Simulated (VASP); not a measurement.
# H3CCl in VASP: a series of runs

Runs on H3CCl. Level: PBE. Tasks: single point.

Everything below comes from runs of VASP 6.6.1. Logs are shortened: lines on timing, memory, paths and dates and some standing lists are left out, and cuts for length are marked.

## Step 1: The structure

The cell holds a amorphous, 30 atoms: a = 8.203 Å, b = 8.203 Å, c = 8.203 Å, α = 90.00°, β = 90.00°, γ = 90.00°.

The cell was built by a generator and needn't be a form met in nature.

## Step 2: Single point, PBE

INCAR

```
SYSTEM = H3CCl
PREC = Accurate ; ENCUT = 520
EDIFF = 1E-6 ; ISMEAR = -1
SIGMA = 0.02 ; LREAL = Auto
LASPH = .TRUE. ; NELM = 100
ALGO = Normal ; ISIF = 2
LWAVE = .FALSE. ; LCHARG = .FALSE.
GGA = PE ; NBANDS = 63
```

KPOINTS

```
Automatic mesh
0
G
  1 1 1
  0 0 0
```

POSCAR

```
H3CCl
1.0
    8.2031320000      0.0000000000      0.0000000000
    0.0000000000      8.2031320000      0.0000000000
    0.0000000000      0.0000000000      8.2031320000
C Cl H
6 6 18
Direct
    0.3397848529      0.9554399466      0.7343902305
    0.7069007301      0.5878486412      0.2129186755
    0.1931945018      0.1336196955      0.0676692756
    0.9833926846      0.4407828620      0.8284518645
    0.7697303908      0.9470772871      0.5135477522
    0.1794558469      0.5124749913      0.3786236769
    0.1357774079      0.8817120095      0.7628793490
    0.7917341815      0.4022122282      0.3013117429
    0.1186376130     -0.0037790444      0.2623632047
    0.8123970210      0.4810479705      0.6995620697
    0.7845661876      1.1281666563      0.6218112789
    0.3581680753      0.4898372963      0.5128407052
    0.2892919436      1.0813430773      0.7405342252
    0.4307135372      0.9183443592      0.8467375632
    0.3650191171      0.8725935411      0.6417061191
    0.6162158551      0.6126318582      0.3201094411
    0.8014621732      0.6672085735      0.1745187082
    0.6222257547      0.5447309637      0.1182840895
    0.0939519198      0.2160150538      0.0380220628
    0.3021041232      0.1916950745      0.1056303861
    0.2122238189      0.0581485218     -0.0355352078
    1.0870725962      0.4967127190      0.7922705620
    0.9547572805      0.4982730986      0.9423595768
    0.9813812578      0.3152698262      0.8361684293
    0.6682569536      0.9449805269      0.4271783021
    0.8957554261      0.9211359759      0.4701496940
    0.7262348089      0.8457988973      0.5893724494
    0.1237332277      0.6208116607      0.4275196352
    0.2449064577      0.5214959359      0.2542931163
    0.0851138321      0.4344803911      0.3789772004
```

Potentials or basis: VASP PAW PBE potentials, release 64 (C, Cl, H).

Launch:

```sh
> cat potpaw_PBE.64/C/POTCAR potpaw_PBE.64/Cl/POTCAR potpaw_PBE.64/H/POTCAR > POTCAR
> mpirun -np 1 vasp_gam > vasp.out
```

OUTCAR:

```text
SYSTEM = H3CCl
   PREC = Accurate
   ENCUT = 520
   EDIFF = 1E-6
   ISMEAR = -1
   LREAL = Auto
   LASPH = .TRUE.
   NELM = 100
   ISIF = 2
   GGA = PE

 ion  position               nearest neighbor table
   1  0.340  0.955  0.734-  15 1.04  13 1.11  14 1.22   7 1.79
   2  0.707  0.588  0.213-  17 1.06  18 1.10  16 1.17   8 1.82
   3  0.193  0.134  0.068-  20 1.06  21 1.06  19 1.09   9 2.05
   4  0.983  0.441  0.828-  22 1.01  24 1.03  23 1.07  10 1.79
   5  0.770  0.947  0.514-  25 1.09  27 1.10  26 1.11  11 1.74
   6  0.179  0.512  0.379-  30 1.00  28 1.08  29 1.15  12 1.84
   7  0.136  0.882  0.763-   1 1.79
   8  0.792  0.402  0.301-   2 1.82
   9  0.119  0.996  0.262-   3 2.05
  10  0.812  0.481  0.700-   4 1.79
  11  0.785  0.128  0.622-   5 1.74
  12  0.358  0.490  0.513-   6 1.84
[... 16 lines left out ...]
  29  0.245  0.521  0.254-   6 1.15
  30  0.085  0.434  0.379-   6 1.00

  LATTYP: Found a simple cubic cell.
 ALAT       =     8.2031320000

  Lattice vectors:

 A1 = (   8.2031320000,   0.0000000000,   0.0000000000)
 A2 = (   0.0000000000,   8.2031320000,   0.0000000000)
 A3 = (   0.0000000000,   0.0000000000,   8.2031320000)

Analysis of symmetry for initial positions (statically):
=====================================================================
 Subroutine PRICEL returns:
 Original cell was already a primitive cell.

 Routine SETGRP: Setting up the symmetry group for a
 simple cubic supercell.

 Subroutine GETGRP returns: Found  1 space group operations
 (whereof  1 operations were pure point group operations)
 out of a pool of 48 trial point group operations.

The static configuration has the point symmetry C_1 .

Analysis of symmetry for dynamics (positions and initial velocities):
=====================================================================
 Subroutine PRICEL returns:
 Original cell was already a primitive cell.

 Routine SETGRP: Setting up the symmetry group for a
 simple cubic supercell.

 Subroutine GETGRP returns: Found  1 space group operations
 (whereof  1 operations were pure point group operations)
 out of a pool of 48 trial point group operations.

The dynamic configuration has the point symmetry C_1 .

 Subroutine INISYM returns: Found  1 space group operations
 (whereof  1 operations are pure point group operations),
 and found     1 'primitive' translations

----------------------------------------------------------------------------------------

                                     Primitive cell

  volume of cell :     552.0000

  direct lattice vectors                    reciprocal lattice vectors
     8.203132000  0.000000000  0.000000000     0.121904658  0.000000000  0.000000000
     0.000000000  8.203132000  0.000000000     0.000000000  0.121904658  0.000000000
     0.000000000  0.000000000  8.203132000     0.000000000  0.000000000  0.121904658

  length of vectors
     8.203132000  8.203132000  8.203132000     0.121904658  0.121904658  0.121904658

  position of ions in fractional coordinates (direct lattice)
     0.339784853  0.955439947  0.734390230
     0.706900730  0.587848641  0.212918675
     0.193194502  0.133619696  0.067669276
     0.983392685  0.440782862  0.828451865
     0.769730391  0.947077287  0.513547752
     0.179455847  0.512474991  0.378623677
[... 22 lines left out ...]
     0.244906458  0.521495936  0.254293116
     0.085113832  0.434480391  0.378977200

  ion indices of the primitive-cell ions
   primitive index   ion index
                 1           1
                 2           2
                 3           3
                 4           4
                 5           5
                 6           6
[... 22 lines left out ...]
                29          29
                30          30

----------------------------------------------------------------------------------------

 KPOINTS: Automatic mesh

Automatic generation of k-mesh.
 Grid dimensions read from file:
 generate k-points for:    1    1    1

 Generating k-lattice:

  Cartesian coordinates                     Fractional coordinates (reciprocal lattice)
     0.121904658  0.000000000  0.000000000     1.000000000  0.000000000  0.000000000
     0.000000000  0.121904658  0.000000000     0.000000000  1.000000000  0.000000000
     0.000000000  0.000000000  0.121904658     0.000000000  0.000000000  1.000000000

  Length of vectors
     0.121904658  0.121904658  0.121904658

  Shift w.r.t. Gamma in fractional coordinates (k-lattice)
     0.000000000  0.000000000  0.000000000

 Subroutine IBZKPT returns following result:
 ===========================================

 Found      1 irreducible k-points:

 Following reciprocal coordinates:
            Coordinates               Weight
  0.000000  0.000000  0.000000      1.000000
   k-points           NKPTS =      1   k-points in BZ     NKDIM =      1   number of bands    NBANDS=     63
   number of dos      NEDOS =    301   number of ions     NIONS =     30
   total plane-waves  NPLWV = 262144
   dimension x,y,z NGX =    64 NGY =   64 NGZ =   64
   dimension x,y,z NGXF=   128 NGYF=  128 NGZF=  128
   ions per type =               6   6  18
   NGX,Y,Z   is equivalent  to a cutoff of  12.97, 12.97, 12.97 a.u.
   NGXF,Y,Z  is equivalent  to a cutoff of  25.94, 25.94, 25.94 a.u.
 SYSTEM =  H3CCl
   PREC   = accura    normal or accurate (medium, high low for compatibility)
   ISTART =      0    job   : 0-new  1-cont  2-samecut
   ICHARG =      2    charge: 1-file 2-atom 10-const
   ISPIN  =      1    spin polarized calculation?
   LNONCOLLINEAR =      F non collinear calculations
   LSORBIT =      F    spin-orbit coupling
   LASPH  =      T    aspherical Exc in radial PAW
   ENCUT  =  520.0 eV  38.22 Ry    6.18 a.u.  15.25 15.25 15.25*2*pi/ulx,y,z
   NELM   =    100;   NELMIN=  2; NELMDL= -5     # of ELM steps
   EDIFF  = 0.1E-05   stopping-criterion for ELM
   LREAL  =      T    real-space projection
   EDIFFG = 0.1E-04   stopping-criterion for IOM
   NSW    =      0    number of steps for IOM
   IBRION =     -1    ionic relax: 0-MD 1-quasi-New 2-CG
   NFREE  =      0    steps in history (QN), initial steepest desc. (CG)
   ISIF   =      2    stress and relaxation
   ISYM   =      2    0-nonsym 1-usesym 2-fastsym
   POTIM  = 0.5000    time-step for ionic-motion
   TEBEG  =    0.0;   TEEND  =   0.0 temperature during run
   PSTRESS=    0.0 pullay stress
   NELECT =      84.0000    total number of electrons
   NUPDOWN=      -1.0000    fix difference up-down
   EMIN   =  10.00;   EMAX   =-10.00  energy-range for DOS
   EFERMI =   0.00;   METHOD = LEGACY
   ISMEAR =    -1;   SIGMA  =   0.02  broadening in eV -4-tet -1-fermi 0-gaus
   EFERMI_NEDOS =   21; number of points for ismear=-14 and -15
   IALGO  =     38    algorithm
   IMIX   =      4    mixing-type and parameters
     AMIX     =   0.40;   BMIX     =  1.00
     AMIX_MAG =   1.60;   BMIX_MAG =  1.00
  volume/ion in A,a.u.               =      18.40       124.17
  Fermi-wavevector in a.u.,A,eV,Ry     =   0.874020  1.651659 10.393649  0.763912
  Thomas-Fermi vector in A             =   1.993493
   LORBIT       =      0    0 simple, 1 ext, 2 COOP (PROOUT), +10 PAW based schemes
   GGA     = PE    functional components
   LHFCALC =     F    Hartree Fock is set to
   AEXX    =    0.0000 exact exchange contribution
   IVDW    =     0    specifies the selected vdW correction
   LEPSILON=     F    determine dielectric tensor
   LRPA    =     F    only Hartree local field effects (RPA)
 non-spin polarized calculation
  energy-cutoff  :      520.00
  volume of cell :      552.00
 maximum number of plane-waves:      7398
 NGX is ok and might be reduce to    64
   NGX = 31   NGY = 31   NGZ = 31

 number of electron      83.9999989 magnetization

 Free energy of the ion-electron system (eV)
  ---------------------------------------------------
  ext. energy  EPLUGINS =         0.00000000
  ---------------------------------------------------
  free energy    TOTEN  =      -131.46482317 eV

  energy without entropy =     -131.46482317  energy(sigma->0) =     -131.46482317

 E-fermi :  -2.7536     XC(G=0):  -5.8248

 val. band max:       -3.2435108965   @ k =   0.0000   0.0000   0.0000
 cond. band min:       0.6941109955   @ k =   0.0000   0.0000   0.0000
 fundamental gap:      3.9376218919
 Fermi energy:        -2.7535862535

 k-point     1 :       0.0000    0.0000    0.0000
  band No.  band energies     occupation
      1     -18.4612      2.00000
      2     -18.1981      2.00000
      3     -17.9405      2.00000
      4     -17.8749      2.00000
      5     -17.7833      2.00000
      6     -17.0034      2.00000
[... 46 lines left out ...]
     53       4.1094      0.00000
     54       4.1409      0.00000
 [bands above 54 left out]

------------------------ aborting loop because EDIFF is reached ----------------------------------------

  FORCE on cell =-STRESS in cart. coord.  units (eV):
  Direction    XX          YY          ZZ          XY          YZ          ZX
  --------------------------------------------------------------------------------------
  -------------------------------------------------------------------------------------
  Total        1.6175478      9.9347363      0.0401306      3.1590869      4.1976399     -0.6375300
  in kB        4.6949244     28.8355225      0.1164789      9.1692341     12.1836289     -1.8504277
  external PRESSURE =      11.2156419 kB  Pullay stress =       0.0000000 kB

 VOLUME and BASIS-vectors are now :
 -----------------------------------------------------------------------------
  energy-cutoff  :      520.00
  volume of cell :      552.00
      direct lattice vectors                 reciprocal lattice vectors
     8.203132000  0.000000000  0.000000000     0.121904658  0.000000000  0.000000000
     0.000000000  8.203132000  0.000000000     0.000000000  0.121904658  0.000000000
     0.000000000  0.000000000  8.203132000     0.000000000  0.000000000  0.121904658

 POSITION                                       TOTAL-FORCE (eV/Angst)
 -----------------------------------------------------------------------------------
      2.78730      7.83760      6.02430        -0.033032      0.037193      4.173846
      5.79880      4.82220      1.74660        -2.960965     -2.129650      2.234790
      1.58480      1.09610      0.55510        -1.460288     -0.781402      1.878614
      8.06690      3.61580      6.79590        -3.182826      0.899292      0.823699
      6.31420      7.76900      4.21270         0.147560     -1.515089      0.101494
      1.47210      4.20390      3.10590         4.265658      2.850913     -1.145362
[... 22 lines left out ...]
      2.00900      4.27790      2.08600        -1.364213      0.258370      1.318346
      0.69820      3.56410      3.10880        -2.038837     -3.494527      0.390425
 -----------------------------------------------------------------------------------
    total drift:                                0.003871     -0.006663     -0.000899

  FREE ENERGIE OF THE ION-ELECTRON SYSTEM (eV)
  ---------------------------------------------------
  free  energy   TOTEN  =      -131.4648231727 eV

  energy  without entropy=     -131.4648231727  energy(sigma->0) =     -131.46482317
```

Run time: 64 s. Hardware: 1 thread of Intel Xeon Platinum 8488C (Sapphire Rapids), shared host; peak memory 0.53 GiB.

Results:

```yaml
Free_energy: -131.4648 eV
Pressure: 1.1 GPa
Largest_force: 5.257 eV/Å
Band_gap_on_the_k_mesh: 3.94 eV, direct
```

Forces on the atoms (eV/Å):
```
C   -0.033  0.037  4.174
C   -2.961 -2.130  2.235
C   -1.460 -0.781  1.879
C   -3.183  0.899  0.824
C    0.148 -1.515  0.101
C    4.266  2.851 -1.145
Cl  -1.366 -1.438  0.665
Cl   0.217  0.047 -0.645
Cl   0.926  1.463 -2.344
Cl   0.095  0.752 -0.135
Cl  -0.430  0.467  0.355
Cl  -0.749 -0.612 -0.034
H    2.163 -0.055 -1.228
H   -1.908  0.932 -1.848
H    1.306  0.158 -2.373
H    1.524  0.922 -1.489
H    0.524  0.946 -0.036
H    0.511  0.252 -0.412
H   -0.241  0.151  0.565
H    0.848  0.527  0.677
H    0.030 -1.138 -0.158
H    2.862  1.157 -1.688
H   -0.326 -0.003  0.955
H    0.526 -2.255  0.265
H    0.444  0.738 -0.814
H   -0.956 -0.132 -0.320
H    0.561 -0.046  0.716
H    0.067  1.041 -0.449
H   -1.364  0.258  1.318
H   -2.039 -3.495  0.390
```

Stress tensor (GPa, compression positive):
```
 0.47  0.92 -0.19
 0.92  2.88  1.22
-0.19  1.22  0.01
```

Levels at points of the mesh, in eV from the valence-band top:
| k point | band 38 | band 39 | band 40 | band 41 | band 42 | band 43 | band 44 | band 45 | band 46 | band 47 |
| --- | --- | --- | --- | --- | --- | --- | --- | --- | --- | --- |
| (0.00, 0.00, 0.00) | -0.50 | -0.44 | -0.23 | -0.09 | 0.00 | 3.94 | 5.06 | 5.32 | 5.67 | 5.84 |

As with any semilocal functional, this PBE gap is likely too small.

(Continued in part 2 of 2.)
